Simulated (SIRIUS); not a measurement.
Runs of SIRIUS 7.10.0 on BN. The typed cell holds 4 atoms: a = 2.365 Å, b = 2.597 Å, c = 4.165 Å, α = 74.28°, β = 74.16°, γ = 60.36°. The cell comes from a database or a generator and needn't be the stable form of this composition.

| potentials or basis | cutoff (eV) | radial cutoff for the potentials' integrals | gap on the mesh (eV) | pressure (GPa) | largest force (eV/Å) |
| --- | --- | --- | --- | --- | --- |
| in-house norm-conserving set, PBE (scalar relativistic) | 1254 | 6.5 bohr | 0.94 | 169.2 | (a) |
| SG15 1.2 PBE (norm-conserving) | 1152 | 6.5 bohr | 1.00 | 164.5 | 26.08 |
| SSSP 1.3.0 PBE efficiency | 828 | - | 0.97 | 166.8 | (b) |
| PseudoDojo 0.5 PBE stringent (scalar relativistic) | 1152 | 6.5 bohr | 1.01 | 168.8 | 26.62 |
| SPMS 1.0 PBE (norm-conserving) | 1152 | 6.5 bohr | 1.01 | 167.2 | 26.47 |

Alike in all rows: task single point; level PBE; no spin polarisation; cell all atoms moved at random; k mesh 7 × 6 × 4; smearing fermi-dirac 0.05 eV; the mesh is coarse, so values aren't converged.

Question: Fill in the values left out.

Answer: (a) 26.57; (b) 26.52.

Caveats: all runs use coarse meshes; the cell as given lies far from equilibrium; an odd mesh through Γ misses points on the zone boundary, where band edges often lie; forces of over 1 eV/Å show positions far from the minimum, so gaps and moduli don't describe the material at rest.
